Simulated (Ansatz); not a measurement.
# Ge: the cost of one run

Program: Ansatz 0.2.0. PAW datasets, plane waves. Computed at 0 K without zero-point motion; spin polarisation is off.

### 1 The cell

The unstrained cell was relaxed with r2SCAN; in each strained cell the atoms were relaxed again with r2SCAN. Names of k-points are those of the unstrained zone, where strain can split equivalent points. First state: -2.0 % equal strain in all directions.

The symmetry is P6_3/mmc (No. 194, hexagonal); conventional cell a = 3.918 Å, c = 6.461 Å, 21.47 Å³ an atom. Ge has 4 Ge at 2.40–2.42 Å.

As a file:

```cif
data_structure
_symmetry_space_group_name_H-M 'P 1'
_symmetry_Int_Tables_number 1
_cell_length_a 3.9177
_cell_length_b 3.9177
_cell_length_c 6.4610
_cell_angle_alpha 90.000
_cell_angle_beta 90.000
_cell_angle_gamma 120.000
_cell_volume 85.88
loop_
_atom_site_label
_atom_site_type_symbol
_atom_site_fract_x
_atom_site_fract_y
_atom_site_fract_z
_atom_site_occupancy
Ge1 Ge 0.33333 0.66667 0.00051 1
Ge2 Ge 0.66667 0.33333 0.50051 1
Ge3 Ge 0.33333 0.66667 0.37449 1
Ge4 Ge 0.66667 0.33333 0.87449 1
```

From earlier runs on the unstrained cell: PBE -0.13 eV, r2SCAN 0.08 eV, HSE06 0.38 eV, r2SCAN+SOC 0.02 eV; a = 3.998 Å, c = 6.593 Å.

### 2 -2.0 % equal strain in all directions: PBE

input.yaml

```yaml
crystal:
  lattice:
    - [3.9176629069, 0.0, 0.0]
    - [-1.9588314534, 3.3927956009, 0.0]
    - [0.0, 0.0, 6.460963125]
  atoms:
    - { symbol: Ge, position: [0.3333333333, 0.6666666667, 0.0005066663] }
    - { symbol: Ge, position: [0.6666666667, 0.3333333333, 0.5005066663] }
    - { symbol: Ge, position: [0.3333333333, 0.6666666667, 0.3744933337] }
    - { symbol: Ge, position: [0.6666666667, 0.3333333333, 0.8744933337] }
kpoints:
  mp_grid: { grid: [12, 12, 4] }
  band_path:
    path:
      - [0.0, 0.0, 0.0]
      - [0.5, 0.0, 0.0]
      - [0.3333333333, 0.3333333333, 0.0]
      - [0.0, 0.0, 0.5]
      - [0.5, 0.0, 0.5]
      - [0.3333333333, 0.3333333333, 0.5]
      - [0.0, 0.0, -0.074219]
    npoints: 1
hamiltonian:
  xc: pbe
scf:
  occupations: { method: fermi_dirac, width: 0.02 }
  n_extra_bands: 5
output:
  forces: true
  stress: true
  eigenvalues: true
  write_density: true
  write_potential: true
  elf: true
  volumetric_format: npy
```

Run with:

```bash
ansatz run input.yaml --threads 2 --pin off --max-ram 29491MiB --backend cpu --events-out ev --progress --plain --runs-dir out
```

**Question.** How long does this run take on 2 threads of AMD EPYC 7R13 (Zen 3), shared host, and how much memory does it need?

About 3.6 s, with a peak of 0.55 GiB.
